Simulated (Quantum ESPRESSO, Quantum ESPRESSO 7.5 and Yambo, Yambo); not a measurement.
# A GW chain in Yambo: CdSe (F-43m)

Aim: the G0W0 gap of CdSe (F-43m) on PBE, step by step.

Program: Quantum ESPRESSO 7.5 and Yambo 5.3.0. Level of theory: PBE and many-body steps on it, plane waves. Results are calculated unless marked as measured.

**The experiments to reproduce.**

- Gap 1.69 ± 0.02 eV: direct gap from (alpha E)^2 extrapolation; spectroscopic ellipsometry; 300 K; film (fully relaxed MBE film, 304 nm) on GaAs(100) (“Band gap bowing of binary alloys: Experimental results compared to theoretical tight-binding supercell calculations for CdZnSe”, 2010, arxiv:1007.2297).

**1. The starting structure**

It takes space group F-43m (No. 216, cubic). Conventional cell: a = 6.050 Å, b = 6.050 Å, c = 6.050 Å, α = 90.00°, β = 90.00°, γ = 90.00°. Nearest to Cd lie 4 Se at 2.62 Å. Nearest to Se lie 4 Cd at 2.62 Å. Farther neighbours and most contacts between anions are not listed.

The lattice is a measured one from papers, the positions are the Materials Project's; both are kept fixed.

**2. Ground state**

This step: Quantum ESPRESSO 7.5; DFT, PBE, plane waves, norm-conserving pseudopotentials.

The ground-state density comes first.

Contents of pw.in:

```
&control
  calculation = 'scf'
  prefix = 'x'
  outdir = 'o'
  pseudo_dir = 'pseudo'
/
&system
  ibrav = 0
  nat = 2
  ntyp = 2
  ecutwfc = 104.0
  nbnd = 27
  force_symmorphic = .true.
/
&electrons
  conv_thr = 1e-10
  electron_maxstep = 80
  mixing_beta = 0.5
/
ATOMIC_SPECIES
  Cd 112.41 Cd.upf
  Se 78.971 Se.upf
CELL_PARAMETERS angstrom
  0.0000000000 3.0250000000 3.0250000000
  3.0250000000 0.0000000000 3.0250000000
  3.0250000000 3.0250000000 0.0000000000
ATOMIC_POSITIONS crystal
  Cd 0.0000000000 0.0000000000 0.0000000000
  Se 0.7500000000 0.7500000000 0.7500000000
K_POINTS automatic
  6 6 6 0 0 0
```

Launch:

```bash
> OMP_NUM_THREADS=1 mpirun -n 4 pw.x -nk 4 -in pw.in > pw.out
```

Log:

```text
Program PWSCF v.7.5 starts

     This program is part of the open-source Quantum ESPRESSO suite
     for quantum simulation of materials; please cite
         "P. Giannozzi et al., J. Phys.:Condens. Matter 21 395502 (2009);
         "P. Giannozzi et al., J. Phys.:Condens. Matter 29 465901 (2017);
         "P. Giannozzi et al., J. Chem. Phys. 152 154105 (2020);
     in publications or presentations arising from this work. More details at
     Message from routine setup:
     using ibrav=0 with symmetry is DISCOURAGED, use correct ibrav instead

     G-vector sticks info

     bravais-lattice index     =            0
     lattice parameter (alat)  =       8.0842  a.u.
     unit-cell volume          =     373.5964 (a.u.)^3
     number of atoms/cell      =            2
     number of atomic types    =            2
     number of electrons       =        44.00
     number of Kohn-Sham states=           27
     kinetic-energy cutoff     =     104.0000  Ry
     charge density cutoff     =     416.0000  Ry
     scf convergence threshold =      1.0E-10
     mixing beta               =       0.5000
     number of iterations used =            8  plain     mixing
     Exchange-correlation= PBE
                           (   1   4   3   4   0   0   0)

     celldm(1)=   8.084241  celldm(2)=   0.000000  celldm(3)=   0.000000
     celldm(4)=   0.000000  celldm(5)=   0.000000  celldm(6)=   0.000000

     crystal axes: (cart. coord. in units of alat)
               a(1) = (   0.000000   0.707107   0.707107 )
               a(2) = (   0.707107   0.000000   0.707107 )
               a(3) = (   0.707107   0.707107   0.000000 )

     reciprocal axes: (cart. coord. in units 2 pi/alat)
               b(1) = ( -0.707107  0.707107  0.707107 )
               b(2) = (  0.707107 -0.707107  0.707107 )
               b(3) = (  0.707107  0.707107 -0.707107 )
     Pseudo is Norm-conserving + core correction, Zval = 20.0
     Generated using ONCVPSP code by D. R. Hamann
     Using radial grid of 1368 points,  6 beta functions with:
     Pseudo is Norm-conserving + core correction, Zval = 24.0
     Generated using ONCVPSP code by D. R. Hamann
     Using radial grid of 1214 points,  6 beta functions with:
     Cd               20.00   112.41000     Cd( 1.00)
     Se               24.00    78.97100     Se( 1.00)

     24 Sym. Ops. (no inversion) found

   Cartesian axes

     site n.     atom                  positions (alat units)
         1        Cd     tau(   1) = (   0.0000000   0.0000000   0.0000000  )
         2        Se     tau(   2) = (   1.0606602   1.0606602   1.0606602  )

     number of k points=    16
                       cart. coord. in units 2pi/alat
        k(    1) = (   0.0000000   0.0000000   0.0000000), wk =   0.0092593
        k(    2) = (   0.1178511   0.1178511  -0.1178511), wk =   0.0740741
        k(    3) = (   0.2357023   0.2357023  -0.2357023), wk =   0.0740741
        k(    4) = (  -0.3535534  -0.3535534   0.3535534), wk =   0.0370370
        k(    5) = (   0.2357023   0.0000000  -0.0000000), wk =   0.0555556
        k(    6) = (   0.3535534   0.1178511  -0.1178511), wk =   0.2222222
        k(    7) = (  -0.2357023  -0.4714045   0.4714045), wk =   0.2222222
        k(    8) = (  -0.1178511  -0.3535534   0.3535534), wk =   0.2222222
        k(    9) = (   0.0000000  -0.2357023   0.2357023), wk =   0.1111111
        k(   10) = (   0.4714045   0.0000000  -0.0000000), wk =   0.0555556
     [... 4 further rows ...]
        k(   15) = (  -0.1178511  -0.3535534   0.5892557), wk =   0.2222222
        k(   16) = (  -0.7071068   0.2357023   0.0000000), wk =   0.1111111

     Dense  grid:    53497 G-vectors     FFT dimensions: (  54,  54,  54)

     Initial potential from superposition of free atoms

     starting charge      43.9997, renormalised to      44.0000
     Starting wfcs are   23 randomized atomic wfcs +    4 random wfcs

     per-process dynamical memory:    44.7 Mb

     Self-consistent Calculation

     iteration #  1     ecut=   104.00 Ry     beta= 0.50

     Threshold (ethr) on eigenvalues was too large:
     Diagonalizing with lowered threshold

     total energy              =   -1027.25810268 Ry
     estimated scf accuracy    <       0.08484266 Ry

     iteration #  2     ecut=   104.00 Ry     beta= 0.50

     total energy              =   -1027.27848738 Ry
     estimated scf accuracy    <       0.00829394 Ry

     iteration #  3     ecut=   104.00 Ry     beta= 0.50

     total energy              =   -1027.27978330 Ry
     estimated scf accuracy    <       0.00089064 Ry

     iteration #  4     ecut=   104.00 Ry     beta= 0.50

     total energy              =   -1027.27986490 Ry
     estimated scf accuracy    <       0.00004856 Ry

     iteration #  5     ecut=   104.00 Ry     beta= 0.50

     total energy              =   -1027.27986949 Ry
     estimated scf accuracy    <       0.00000467 Ry

     iteration #  6     ecut=   104.00 Ry     beta= 0.50

     total energy              =   -1027.27987037 Ry
     estimated scf accuracy    <       0.00000021 Ry

     iteration #  7     ecut=   104.00 Ry     beta= 0.50

     total energy              =   -1027.27987041 Ry
     estimated scf accuracy    <       0.00000010 Ry

     iteration #  8     ecut=   104.00 Ry     beta= 0.50

     total energy              =   -1027.27987042 Ry
     estimated scf accuracy    <          1.4E-09 Ry

     iteration #  9     ecut=   104.00 Ry     beta= 0.50

     total energy              =   -1027.27987042 Ry
     estimated scf accuracy    <          8.5E-10 Ry

     iteration # 10     ecut=   104.00 Ry     beta= 0.50

     End of self-consistent calculation

          k = 0.0000 0.0000 0.0000 (  6735 PWs)   bands (ev):

  -198.7238-138.2020-138.2020-138.2020 -93.3811 -54.4431 -54.4431 -54.4431
   -38.3758 -38.3758 -38.3758 -38.3721 -38.3721  -4.3449   0.3513   0.3513
     0.3513   0.7425   0.7425   8.3376   8.3376   8.3376   8.9804  14.2838
    14.2838  14.2838  18.2020

          k = 0.1179 0.1179-0.1179 (  6657 PWs)   bands (ev):

  -198.7238-138.2020-138.2020-138.2020 -93.3811 -54.4431 -54.4431 -54.4431
   -38.3758 -38.3758 -38.3758 -38.3721 -38.3721  -4.2492   0.3814   0.3814
     0.4409   0.7415   0.7415   6.6175   8.1214   8.1214  10.2871  14.0576
    14.6139  14.6139  18.5041

          k = 0.2357 0.2357-0.2357 (  6724 PWs)   bands (ev):

  -198.7238-138.2020-138.2020-138.2020 -93.3811 -54.4433 -54.4431 -54.4431
   -38.3759 -38.3758 -38.3758 -38.3720 -38.3720  -4.0548   0.4314   0.4314
     0.7529   0.7529   0.7530   4.7606   7.7397   7.7397  10.7755  14.8624
    14.8624  14.9469  18.2155

          k =-0.3536-0.3536 0.3536 (  6658 PWs)   bands (ev):

     [... further k-points ...]

     highest occupied, lowest unoccupied level (ev):     8.3376    8.9804

!    total energy              =   -1027.27987042 Ry
     estimated scf accuracy    <          6.4E-11 Ry

     The total energy is the sum of the following terms:
     one-electron contribution =    -880.94886381 Ry
     hartree contribution      =     418.60470941 Ry
     xc contribution           =    -106.19733478 Ry
     ewald contribution        =    -458.73838124 Ry

     convergence has been achieved in  10 iterations

     XML data file, charge density, pseudopotentials, collected wavefunctions

=------------------------------------------------------------------------------=
   JOB DONE.
=------------------------------------------------------------------------------=
```

Run time: 15 s. Hardware: 4 MPI ranks of Arm Neoverse V2, shared host; peak memory 0.38 GiB; 62 s of CPU time.

Numbers from this step:

| Property | Result |
| --- | --- |
| total energy | -13976.8547 eV |
| gap | 0.6427 eV |
| k of the valence top | 0, 0, 0 |
| k of the conduction bottom | 0, 0, 0 |
| least direct gap | 0.6427 eV |

The gap is direct, at Γ.

**3. Bands along the symmetry lines**

The cheap functional maps the bands first; the places of the edges decide which points the dearer methods must see.

Contents of pw.in:

```
&control
  calculation = 'bands'
  prefix = 'x'
  outdir = 'o'
  pseudo_dir = 'pseudo'
/
&system
  ibrav = 0
  nat = 2
  ntyp = 2
  ecutwfc = 104.0
  nbnd = 28
  force_symmorphic = .true.
/
&electrons
  conv_thr = 1e-9
  electron_maxstep = 80
  diago_full_acc = .true.
  diago_thr_init = 5e-6
/
ATOMIC_SPECIES
  Cd 112.41 Cd.upf
  Se 78.971 Se.upf
CELL_PARAMETERS angstrom
  0.0000000000 3.0250000000 3.0250000000
  3.0250000000 0.0000000000 3.0250000000
  3.0250000000 3.0250000000 0.0000000000
ATOMIC_POSITIONS crystal
  Cd 0.0000000000 0.0000000000 0.0000000000
  Se 0.7500000000 0.7500000000 0.7500000000
K_POINTS crystal
  50
  0.00000000 0.00000000 0.00000000 1
  -0.06250000 -0.06250000 0.00000000 1
  -0.12500000 -0.12500000 0.00000000 1
  -0.18750000 -0.18750000 0.00000000 1
  -0.25000000 -0.25000000 0.00000000 1
  -0.31250000 -0.31250000 0.00000000 1
  -0.37500000 -0.37500000 0.00000000 1
  -0.43750000 -0.43750000 0.00000000 1
  -0.50000000 -0.50000000 0.00000000 1
  -0.48437500 -0.48437500 0.03125000 1
  -0.46875000 -0.46875000 0.06250000 1
  -0.45312500 -0.45312500 0.09375000 1
  -0.43750000 -0.43750000 0.12500000 1
  -0.42187500 -0.42187500 0.15625000 1
  -0.40625000 -0.40625000 0.18750000 1
  -0.39062500 -0.39062500 0.21875000 1
  -0.37500000 -0.37500000 0.25000000 1
  -0.37500000 0.00000000 0.37500000 1
  -0.32812500 0.00000000 0.32812500 1
  -0.28125000 0.00000000 0.28125000 1
  -0.23437500 0.00000000 0.23437500 1
  -0.18750000 0.00000000 0.18750000 1
  -0.14062500 0.00000000 0.14062500 1
  -0.09375000 0.00000000 0.09375000 1
  -0.04687500 0.00000000 0.04687500 1
  0.00000000 0.00000000 0.00000000 1
  0.00000000 0.00000000 0.06250000 1
  0.00000000 0.00000000 0.12500000 1
  0.00000000 0.00000000 0.18750000 1
  0.00000000 0.00000000 0.25000000 1
  0.00000000 0.00000000 0.31250000 1
  0.00000000 0.00000000 0.37500000 1
  0.00000000 0.00000000 0.43750000 1
  -0.00000000 -0.00000000 0.50000000 1
  -0.06250000 -0.03125000 0.46875000 1
  -0.12500000 -0.06250000 0.43750000 1
  -0.18750000 -0.09375000 0.40625000 1
  -0.25000000 -0.12500000 0.37500000 1
  -0.31250000 -0.15625000 0.34375000 1
  -0.37500000 -0.18750000 0.31250000 1
  -0.43750000 -0.21875000 0.28125000 1
  -0.50000000 -0.25000000 0.25000000 1
  -0.50000000 -0.28125000 0.21875000 1
  -0.50000000 -0.31250000 0.18750000 1
  -0.50000000 -0.34375000 0.15625000 1
  -0.50000000 -0.37500000 0.12500000 1
  -0.50000000 -0.40625000 0.09375000 1
  -0.50000000 -0.43750000 0.06250000 1
  -0.50000000 -0.46875000 0.03125000 1
  -0.50000000 -0.50000000 0.00000000 1
```

Log:

```text
[banner, memory and clock lines left out]
Program PWSCF v.7.5 starts

     Atomic positions and unit cell read from directory:
     o/x.save/

     Message from routine setup:
     using ibrav=0 with symmetry is DISCOURAGED, use correct ibrav instead

     G-vector sticks info

     bravais-lattice index     =            0
     lattice parameter (alat)  =       8.0842  a.u.
     unit-cell volume          =     373.5964 (a.u.)^3
     number of atoms/cell      =            2
     number of atomic types    =            2
     number of electrons       =        44.00
     number of Kohn-Sham states=           28
     kinetic-energy cutoff     =     104.0000  Ry
     charge density cutoff     =     416.0000  Ry
     Exchange-correlation= PBE
                           (   1   4   3   4   0   0   0)

     celldm(1)=   8.084241  celldm(2)=   0.000000  celldm(3)=   0.000000
     celldm(4)=   0.000000  celldm(5)=   0.000000  celldm(6)=   0.000000

     crystal axes: (cart. coord. in units of alat)
               a(1) = (   0.000000   0.707107   0.707107 )
               a(2) = (   0.707107   0.000000   0.707107 )
               a(3) = (   0.707107   0.707107   0.000000 )

     reciprocal axes: (cart. coord. in units 2 pi/alat)
               b(1) = ( -0.707107  0.707107  0.707107 )
               b(2) = (  0.707107 -0.707107  0.707107 )
               b(3) = (  0.707107  0.707107 -0.707107 )
     Pseudo is Norm-conserving + core correction, Zval = 20.0
     Generated using ONCVPSP code by D. R. Hamann
     Using radial grid of 1368 points,  6 beta functions with:
     Pseudo is Norm-conserving + core correction, Zval = 24.0
     Generated using ONCVPSP code by D. R. Hamann
     Using radial grid of 1214 points,  6 beta functions with:
     Cd               20.00   112.41000     Cd( 1.00)
     Se               24.00    78.97100     Se( 1.00)

     24 Sym. Ops. (no inversion) found

   Cartesian axes

     site n.     atom                  positions (alat units)
         1        Cd     tau(   1) = (   0.0000000   0.0000000   0.0000000  )
         2        Se     tau(   2) = (   1.0606602   1.0606602   1.0606602  )

     number of k points=    50
                       cart. coord. in units 2pi/alat
        k(    1) = (   0.0000000   0.0000000   0.0000000), wk =   0.0400000
        k(    2) = (   0.0000000   0.0000000  -0.0883883), wk =   0.0400000
        k(    3) = (   0.0000000   0.0000000  -0.1767767), wk =   0.0400000
[...]
[... 38 further rows ...]
        k(   49) = (   0.0441942  -0.0000000  -0.7071068), wk =   0.0400000
        k(   50) = (   0.0000000   0.0000000  -0.7071068), wk =   0.0400000

     Dense  grid:    53497 G-vectors     FFT dimensions: (  54,  54,  54)

     The potential is recalculated from file :
     o/x.save/charge-density

     Starting wfcs are   23 randomized atomic wfcs +    5 random wfcs

     Band Structure Calculation

     End of band structure calculation

          k = 0.0000 0.0000 0.0000 (  6735 PWs)   bands (ev):

  -198.7240-138.2021-138.2021-138.2021 -93.3810 -54.4430 -54.4430 -54.4430
   -38.3759 -38.3759 -38.3759 -38.3722 -38.3722  -4.3449   0.3513   0.3513
     0.3513   0.7425   0.7425   8.3376   8.3376   8.3376   8.9804  14.2838
    14.2838  14.2838  18.2021  19.5140

          k = 0.0000 0.0000-0.0884 (  6703 PWs)   bands (ev):

  -198.7240-138.2021-138.2021-138.2021 -93.3810 -54.4431 -54.4430 -54.4430
   -38.3759 -38.3759 -38.3759 -38.3722 -38.3722  -4.3256   0.3603   0.3603
[...]
14.4178  14.4178  18.4806  18.7428

          k = 0.0000 0.0000-0.1768 (  6667 PWs)   bands (ev):

  -198.7240-138.2021-138.2021-138.2021 -93.3810 -54.4431 -54.4431 -54.4431
[...]
14.7920  14.7920  17.5571  19.4345

          k =-0.0000 0.0000-0.2652 (  6679 PWs)   bands (ev):

[...]
k = 0.0000 0.0000-0.3536 (  6715 PWs)   bands (ev):

[...]
k = 0.0000-0.0000-0.4419 (  6698 PWs)   bands (ev):

[...]
k =-0.0000 0.0000-0.5303 (  6686 PWs)   bands (ev):

[...]
k = 0.0000-0.0000-0.6187 (  6710 PWs)   bands (ev):

[...]
k = 0.5303-0.0000-0.5303 (  6713 PWs)   bands (ev):

[...]
k = 0.0000 0.0000 0.0000 (  6735 PWs)   bands (ev):

[...]
k = 0.1326 0.0000-0.7071 (  6698 PWs)   bands (ev):

[...]
k = 0.0884-0.0000-0.7071 (  6702 PWs)   bands (ev):

[...]
k = 0.0442-0.0000-0.7071 (  6728 PWs)   bands (ev):

  -198.7240-138.2021-138.2021-138.2021 -93.3810 -54.4433 -54.4432 -54.4432
[...]
17.4583  18.4621  18.6722  20.7749

          k = 0.0000 0.0000-0.7071 (  6710 PWs)   bands (ev):

  -198.7240-138.2021-138.2021-138.2021 -93.3810 -54.4433 -54.4432 -54.4432
   -38.3761 -38.3759 -38.3759 -38.3722 -38.3721  -3.8344   0.5465   0.6254
     0.6254   0.8038   1.1170   4.1894   6.4334   6.4334  11.4600  12.1219
    17.5115  18.6566  18.6566  20.6934

     XML data file, pseudopotentials, collected wavefunctions
```

Wall time 10 s (4 MPI ranks); peak memory 0.3 GiB; 41 s of CPU time.

Numbers from this step:

| Quantity | Value |
| --- | --- |
| gap | 0.6427 eV |
| k of the valence top | 0, 0, 0 |
| k of the conduction bottom | 0, 0, 0 |
| least direct gap | 0.6427 eV |

The gap is 0.643 eV, as in the run before at this level.

Electronic bands along the path, in eV, zero at the top of the highest filled band:

```csv
point,band 19,band 20,band 21,band 22,band 23,band 24,band 25,band 26
Γ,-7.60,0.00,0.00,0.00,0.64,5.95,5.95,5.95
halfway,-7.56,-2.59,-1.06,-1.06,3.34,4.22,7.69,7.69
X,-7.22,-4.15,-1.90,-1.90,3.12,3.78,9.17,10.32
halfway,-7.18,-4.13,-2.19,-1.81,3.40,4.17,8.82,9.66
U,-7.13,-4.09,-2.59,-1.56,3.72,5.20,8.31,8.65
jump to K,-7.13,-4.09,-2.59,-1.56,3.72,5.20,8.31,8.65
halfway,-7.55,-2.98,-1.44,-0.44,3.22,5.71,6.36,6.68
Γ,-7.60,0.00,0.00,0.00,0.64,5.95,5.95,5.95
halfway,-7.59,-2.70,-0.41,-0.41,2.33,5.99,6.47,6.47
L,-7.29,-4.48,-0.77,-0.77,2.42,6.46,6.46,7.46
halfway,-7.20,-4.22,-2.03,-1.26,3.91,5.46,6.88,8.06
W,-7.09,-4.06,-2.29,-2.27,5.11,5.22,6.51,7.61
halfway,-7.15,-4.11,-2.10,-2.10,3.87,4.35,8.45,8.47
X,-7.22,-4.15,-1.90,-1.90,3.12,3.78,9.17,10.32
```

[end of part 1 of 3]

[Paths, hosts, dates, memory and timing lines, banners, echoed tables and standing remarks are left out of the program output.]

[Logs are printed without paths, hosts, clocks, repeated set-up lines and the standing remarks that a program may print on its own settings, such as how far it seeks lower states.]

[Runs of the session that timed out or met a known fault of the program may be left out.]

[Hosts, paths, dates, database ids (printed as entryN), source tags and the programs' standing remarks are cut or masked in the printed files.]
